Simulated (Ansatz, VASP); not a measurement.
**Ag in VASP and in Ansatz**

Contents of INCAR:

```
PREC     = Accurate       # precision mode
ENCUT    = 520            # plane-wave cutoff, eV
EDIFF    = 1E-6           # SCF threshold, eV
ISMEAR   = 0              # smearing method
SIGMA    = 0.1            # smearing width, eV
LREAL    = False          # projectors in reciprocal space
LASPH    = True           # aspherical terms in the spheres
NELM     = 60             # most SCF steps
ALGO     = Normal         # electronic algorithm
ISIF     = 2              # what is computed and relaxed
LWAVE    = False          # write WAVECAR
LCHARG   = False          # write CHGCAR
GGA      = PE             # functional
NBANDS   = 18             # bands
```

The input KPOINTS:

```
Automatic mesh
0
Gamma
  3 3 1
```

POSCAR

```
Ag
1.0
    2.9222991408      0.0000000000      0.0000000000
   -1.4611495704      2.5307852934      0.0000000000
    0.0000000000      0.0000000000      4.7016618100
Ag
2
Direct
    0.3333333333      0.6666666667      0.2500000000
    0.6666666667      0.3333333333      0.7500000000
```

Input for Ansatz:

```yaml
crystal:
  lattice:
    - [2.9222991408, 0.0, 0.0]
    - [-1.4611495704, 2.5307852934, 0.0]
    - [0.0, 0.0, 4.70166181]
  atoms:
    - { symbol: Ag, position: [0.3333333333, 0.6666666667, 0.25] }
    - { symbol: Ag, position: [0.6666666667, 0.3333333333, 0.75] }
basis: {}
kpoints:
  mp_grid: { grid: [3, 3, 1] }
hamiltonian:
  xc: pbe
scf:
  occupations: { method: gaussian, width: 0.1 }
  lower_state_search: "off"
  mixing: { beta: 0.068, ndim: 12 }
  initial_density: { chi_scale: 0, normalization: atom }
  max_iter: 20
output:
  forces: true
  stress: true
  eigenvalues: true
accuracy: medium
```

Alike in both runs: task single point; functional PBE; k mesh 3 × 3 × 1; occupations gaussian, width 0.1 eV; no spin polarisation.

|  | VASP | Ansatz |
| --- | --- | --- |
| version | VASP 6.6.1 | Ansatz 0.2.0 |
| potentials or method | VASP PAW PBE potentials, release 64 (Ag) | scalar-relativistic, plane waves, PAW |
| plane-wave cutoff (eV) | 520 | 420 |
| valence electrons in the cell | 22 | 38 |

```tsv
	VASP	Ansatz	Ansatz less VASP
gap on the k mesh at the Fermi level (eV)	none	none	-
pressure (GPa)	1.4	1.6	+0.15
largest component of the traceless stress (GPa)	3.86	3.79	-0.065
```

A gap of «none» marks a metal or a gap that the smearing closes. With one functional, cell and mesh, what is left measures potentials, basis and numerics. The two sets of potentials don't hold the same shells in valence.

Caveats: the k mesh is coarse (spacing up to 1.34 Å⁻¹), so the values aren't converged.
